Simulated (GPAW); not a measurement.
# BN (P2_1) in GPAW: further runs

The runs below take BN through single point, with PBE.

Program: GPAW 26.7.0. These are calculated values, not measurements. Logs are shortened: lines on timing, memory, paths and dates and some standing lists are left out, and cuts for length are marked. The log counts tension as positive stress, the text compression.

### Step 1. The cell of the first run

Symmetry: P2_1, No. 4, monoclinic system. Conventional cell: a = 2.510 Å, b = 4.227 Å, c = 2.554 Å, α = 90.00°, β = 118.27°, γ = 90.00°. N (site symmetry 1) has 4 B at 1.54 to 1.59 Å as nearest neighbours. B (site symmetry 1) is surrounded by 4 N at 1.54 to 1.59 Å.

The cell comes from a database or a generator and needn't be the stable form of this composition.

### Step 2. Single point, PBE (strain = 0.04)

The input, run.py:

```python
from ase import Atoms
from ase.dft.bandgap import bandgap
from ase.io import write
from ase.units import GPa
from gpaw import GPAW, PW

atoms = Atoms(['N', 'N', 'B', 'B'],
              cell=[[2.5539396017, 0.051078792, 0.0],
                    [-1.2327342694, 2.1862371788, 0.0],
                    [0.0, 0.0, 4.226855]],
              scaled_positions=[[0.3333333333, 0.6666666667, 0.125276],
                                [0.6666666667, 0.3333333333, 0.625276],
                                [0.3333333333, 0.6666666667, 0.499724],
                                [0.6666666667, 0.3333333333, 0.999724]],
              pbc=True)

calc = GPAW(mode=PW(800),
            xc='PBE',
            kpts={'size': (9, 9, 5), 'gamma': True},
            occupations={'name': 'fermi-dirac', 'width': 0.05},
            nbands=18,
            convergence={'density': 1e-05, 'energy': 1e-05},
            maxiter=150,
            txt='gpaw.txt')
atoms.calc = calc
energy = atoms.get_potential_energy()
forces = atoms.get_forces()
stress = atoms.get_stress()
calc.write('gs.gpw')
write('result.traj', atoms)
print(f'Energy: {energy:.6f} eV')
print('Forces (eV/A):')
print(forces.round(4))
print('Stress (GPa):', (stress / GPa).round(3))
print('Fermi level:', round(calc.get_fermi_level(), 4), 'eV')
print(f'Gap: {bandgap(calc)[0]:.4f} eV, direct: {bandgap(calc, direct=True)[0]:.4f} eV')
```

Potentials or basis: GPAW PAW data sets (gpaw-data 1.2.1), pw.

Command:

```bash
$ OMP_NUM_THREADS=1 python run.py
```

gpaw.txt:

```text
__  _  _
 | _ |_)|_||  |
 |__||  | ||/\| - 26.7.0

Input parameters:
  mode=PW(ecut=800.0),
  convergence={'density': 1e-05, 'energy': 1e-05},
  kpts=MonkhorstPack(size=(9, 9, 5), gamma=True),
  maxiter=150,
  nbands=18,
  occupations=Occupations(name='fermi-dirac', width=0.05),
  xc=XC(name='PBE')

Diagonalizing LCAO Hamiltonian
Converting LCAO to pw mode

          B

        B N

        N

Atoms  # Å, Bohr magnetons
|   | symbol |        x |        y |        z |    initial magnetic moments |
|---|--------|----------|----------|----------|-----------------------------|
| 0 |      N | 0.029490 | 1.474518 | 0.529523 | ( 0.0000,  0.0000,  0.0000) |
| 1 |      N | 1.291715 | 0.762798 | 2.642951 | ( 0.0000,  0.0000,  0.0000) |
| 2 |      B | 0.029490 | 1.474518 | 2.112261 | ( 0.0000,  0.0000,  0.0000) |
| 3 |      B | 1.291715 | 0.762798 | 4.225688 | ( 0.0000,  0.0000,  0.0000) |

Unit cell  # Å
| periodic |         x |        y |        z |  lengths |     angles |
|----------|-----------|----------|----------|----------|------------|
|      yes |  2.553940 | 0.051079 | 0.000000 | 2.554450 |  90.000000 |
|      yes | -1.232734 | 2.186237 | 0.000000 | 2.509834 |  90.000000 |
|      yes |  0.000000 | 0.000000 | 4.226855 | 4.226855 | 118.271201 |

Number of symmetries: 1
Symmetry operations  # r_c * U_cc + t_c -> r_c
|   | kind |            matrix            |
|---|------|------------------------------|
| 0 |  E   |  1, 0, 0,  0, 1, 0,  0, 0, 1 |

BZ-sampling:
  Number of BZ points: 405
  Number of IBZ points: 203

  Monkhorst-Pack size: [9, 9, 5]
  Monkhorst-Pack shift: [0, 0, 0]

K-points  # in reciprocal-cell coordinates
|     |                                coordinates |     weight |
|-----|--------------------------------------------|------------|
|   0 | (  0.00000000,   0.00000000,   0.00000000) | 0.00246914 |
|   1 | (  0.00000000,   0.00000000,   0.20000000) | 0.00493827 |
|   2 | (  0.00000000,   0.00000000,   0.40000000) | 0.00493827 |
|   3 | (  0.00000000,   0.11111111,  -0.40000000) | 0.00493827 |
|   4 | (  0.00000000,   0.11111111,  -0.20000000) | 0.00493827 |
|   5 | (  0.00000000,   0.11111111,   0.00000000) | 0.00493827 |
|   6 | (  0.00000000,   0.11111111,   0.20000000) | 0.00493827 |
|   7 | (  0.00000000,   0.11111111,   0.40000000) | 0.00493827 |
|   8 | (  0.00000000,   0.22222222,  -0.40000000) | 0.00493827 |
|   9 | (  0.00000000,   0.22222222,  -0.20000000) | 0.00493827 |
| ... |                                            |            |
| 202 | (  0.44444444,   0.44444444,   0.40000000) | 0.00493827 |

Plane wave coefficients: 1242
Cutoff: 800.0 eV

Spin-components: 1 (collinear spins)
Bands:           18
Projectors:      20
Spin-degeneracy: 2
Datatype:        complex128

Parallelization:
  kpt:    1
  domain: 1
  band:   1

Density:
  Valence electrons: 16.0
  Components: 1
  Grid points: [18 18 28]
  Charge: 0.0  # |e|

Potential:
  Grid points: [18 18 28]

species:
  N:
    name:    Nitrogen
    Z:       7.0
    valence: 5
    core:    2
    charge:  0.0  # [|e|]
    compensation charges:
      type: gauss
      rc: 0.18  # [Å]
      lmax: 2
    cutoffs:
      filter: 1.11  # [Å]
      core: 0.96  # [Å]
    projectors
    | kind |    occ | energy [eV] | rcut [Å] |
    |------|--------|-------------|----------|
    |   2s |  2.000 |     -18.583 |    0.603 |
    |   2p |  3.000 |      -7.089 |    0.529 |
    |    s |        |       8.629 |    0.603 |
    |    p |        |      20.123 |    0.529 |
    |    d |        |       0.000 |    0.577 |

    Using partial waves for N as LCAO basis

  B:
    name:    Boron
    Z:       5.0
    valence: 3
    core:    2
    charge:  0.0  # [|e|]
    compensation charges:
      type: gauss
      rc: 0.20  # [Å]
      lmax: 2
    cutoffs:
      filter: 1.14  # [Å]
      core: 1.38  # [Å]
    projectors
    | kind |    occ | energy [eV] | rcut [Å] |
    |------|--------|-------------|----------|
    |   2s |  2.000 |      -9.443 |    0.635 |
    |   2p |  1.000 |      -3.606 |    0.635 |
    |    s |        |      17.768 |    0.635 |
    |    p |        |      23.605 |    0.635 |
    |    d |        |       0.000 |    0.635 |

    Using partial waves for B as LCAO basis

Reference energy: -4302.422143  # eV

eigensolver:
  PPCG
  Converge bands: occupied
  niter=2

density mixing:
  MSR1-Mixer
  Pratt-step length: 0.05
  Maximum mixing coefficient: 0.75
  Old densities: 10
  SVD Regularization: 0.005
  Good broyden scale: 1.0
  Trust region scale: 1.0
  Backstep threshold: 4.0
  History deletion threshold: 6.0
  Fourier metric: weight=20.0, sigma=0.015

occupation numbers:
  Fermi-Dirac:
    width: 0.0500  # eV

poisson solver:
  ecut: 6400.0  # eV

xc functional:
  name: PBE with 2 nearest neighbor stencil

convergence criteria:
[... 6 lines left out ...]
|iter     | |      energy | eigst |  dens |
|---------|-|-------------|-------|-------|
|iter:   1| |  -36.557804 | +0.11 |       |
|iter:   2| |  -36.208815 | -1.94 | -0.74 |
|iter:   3| |  -34.905535 | -1.26 | -0.78 |
|iter:   4| |  -34.889678 | -2.74 | -1.38 |
|iter:   5| |  -34.889122 | -3.35 | -1.82 |
|iter:   6| |  -34.889274 | -5.05 | -2.56 |
|iter:   7| |  -34.889274c| -6.79 | -3.53 |
|iter:   8| |  -34.889274c| -8.41c| -4.26 |
|iter:   9| |  -34.889274c| -8.18c| -4.95 |
|iter:  10| |  -34.889274c| -8.90c| -5.38c|

Converged in 10 steps
Energy contributions relative to reference atoms: (reference = -4302.422143)

Energy contributions:
  Kinetic:          31.751857
  Coulomb:         -30.462203
  Zero:              0.198674
  External:          0.000000
  Xc:              -36.377603
  Entropy:           0.000000
  Spinorbit:         0.000000
  ----------------------------
  Free energy:     -34.889274
  Extrapolated:    -34.889274

dipole moment: (-0.000000, 0.000000, 4.509769)  # |e|*Ang

Fermi level: 12.962
Eigenvalues  # (at kpt = [0.000, 0.000, 0.000])
| band index |      eig [eV] | occ [0-2] |
|------------|---------------|-----------|
|          0 |       -10.199 |     2.000 |
|          1 |        -6.099 |     2.000 |
|          2 |        -0.742 |     2.000 |
|          3 |         7.854 |     2.000 |
|          4 |         8.124 |     2.000 |
|          5 |         9.824 |     2.000 |
[... 8 lines left out ...]
|         14 |        22.477 |     0.000 |
|         15 |        26.187 |     0.000 |
|        ... |               |           |
|         17 |        31.756 |     0.000 |

Gap: 5.083 eV
Transition (v -> c):
  (s=0, k=0, n=7, [0.00, 0.00, 0.00]) -> (s=0, k=150, n=8, [0.33, 0.33, 0.00])
Direct/indirect transitions are different
Direct gap: 7.723 eV
Transition at: (s=0, k=0, n=7, [0.00, 0.00, 0.00])

Forces  # eV/Ang
|        x |        y |        z |
|----------|----------|----------|
| -0.17444 |  0.03117 |  0.00214 |  # N    0
|  0.17444 | -0.03117 |  0.00216 |  # N    1
| -0.08068 |  0.03030 | -0.00181 |  # B    2
|  0.08068 | -0.03030 | -0.00183 |  # B    3

Stress tensor  # eV/Ang^3
|         x |         y |         z |
|-----------|-----------|-----------|
|  0.002434 |  0.101890 | -0.000000 |
|  0.101890 | -0.000035 | -0.000000 |
| -0.000000 | -0.000000 |  0.010675 |

# Writing to gs.gpw (mode='')
```

Run time: 94 s. Hardware: 1 thread of Arm Neoverse V1, shared host; peak memory 0.26 GiB.

What came out:

```yaml
Free_energy: -34.8893 eV
Pressure: -0.7 GPa
Largest_force: 0.177 eV/Å
Band_gap_on_the_k_mesh: 5.08 eV, indirect (least direct gap 7.72 eV)
```

Forces in eV/Å, atoms in the order of the input:
```
N   -0.174  0.031  0.002
N    0.174 -0.031  0.002
B   -0.081  0.030 -0.002
B    0.081 -0.030 -0.002
```

Stress tensor (GPa, compression positive):
```
 -0.39 -16.32   0.00
-16.32   0.01   0.00
  0.00   0.00  -1.71
```

Caveat: the density grid can change from cell to cell, which puts small steps into energies and stress; an odd mesh through Γ misses points on the zone boundary, where band edges often lie.

### Step 3. Single point, PBE (strain = -0.04)

run.py, as its differences from that of step 2:

```diff
@@ -7,4 +7,4 @@
 atoms = Atoms(['N', 'N', 'B', 'B'],
-              cell=[[2.5539396017, 0.051078792, 0.0],
-                    [-1.2327342694, 2.1862371788, 0.0],
+              cell=[[2.5539396017, -0.051078792, 0.0],
+                    [-1.3212053324, 2.2373159708, 0.0],
                     [0.0, 0.0, 4.226855]],
```

Potentials or basis: GPAW PAW data sets (gpaw-data 1.2.1), pw.

Command:

```bash
$ OMP_NUM_THREADS=1 python run.py
```

It took 91 s on 1 thread of Arm Neoverse V1, shared host; peak memory 0.26 GiB.

Results (log left out):

```yaml
Free_energy: -34.8893 eV
Pressure: -0.7 GPa
Largest_force: 0.177 eV/Å
Band_gap_on_the_k_mesh: 5.08 eV, indirect (least direct gap 7.72 eV)
```

Forces in eV/Å, atoms in the order of the input:
```
N    0.174  0.031  0.002
N   -0.174 -0.031  0.002
B    0.081  0.030 -0.002
B   -0.081 -0.030 -0.002
```

Stress tensor (GPa, compression positive):
```
-0.39 16.33  0.00
16.33  0.01  0.00
 0.00  0.00 -1.71
```

Levels at points of the mesh, in eV from the valence-band top:
| k point | band 5 | band 6 | band 7 | band 8 | band 9 | band 10 | band 11 | band 12 |
| --- | --- | --- | --- | --- | --- | --- | --- | --- |
| (0.00, 0.00, 0.00) | -2.09 | -0.39 | -0.24 | 0.00 | 7.72 | 8.40 | 8.41 | 9.68 |

Caveat: the density grid can change from cell to cell, which puts small steps into energies and stress; an odd mesh through Γ misses points on the zone boundary, where band edges often lie.
